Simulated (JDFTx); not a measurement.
Ge: equation of state with PBEsol

**The experiment to reproduce.**

From “Sub-monolayer structures of Ag overlayers on Ge(111): experimental observations and first-principles study”, 2019, arxiv:1908.00180, for a bulk crystal of Ge: bulk modulus 75.8 GPa.

Ge:

```
CELL_PARAMETERS angstrom
0.00000 2.82891 2.82891
2.82891 0.00000 2.82891
2.82891 2.82891 0.00000
ATOMIC_POSITIONS crystal
Ge 0.75000 0.75000 0.75000
Ge 0.50000 0.50000 0.50000
```

- Program: JDFTx 1.7.0 (patched build)
- Task: equation of state
- Functional: PBEsol
- Potentials or basis: PseudoDojo-SR-PBEsol-0.4.1-standard
- Cutoff: 1061 eV
- Density cutoff: 8490 eV
- k mesh: 8 × 8 × 8
- Occupations: fermi-dirac, width 0.05 eV
- Spin: no spin polarisation
- Bands: 21
- Density cutoff over wavefunction cutoff: 8
- Max SCF steps: 100
- SCF threshold on the energy: 1e-09 Ha
- Solver of the electrons: scf

- Equilibrium volume: 22.86 Å³/atom
- Bulk modulus: 66 GPa
- Pressure derivative of the bulk modulus: 4.8 (rough: it moves with the points fitted)

Energy against volume, from the lowest point:
```
volume (Å³/atom)  energy (meV/atom)
          21.281              25.28
          21.733              12.05
          22.186               3.83
          22.639               0.00
          23.092               0.00
          23.545               3.53
          23.997              10.24
```

A measured bulk modulus of Ge is 75.8 GPa (quoted in “Sub-monolayer structures of Ag overlayers on Ge(111): experimental observations and first-principles study”, 2019, arxiv:1908.00180); the calculated 66 GPa misses it by -12.7 %. The fit is for a static lattice scaled at fixed shape and fixed fractional positions. The cell as given is a measured one (22.64 Å³/atom); PBEsol puts the equilibrium volume +1.0 % from it, thermal expansion not counted.
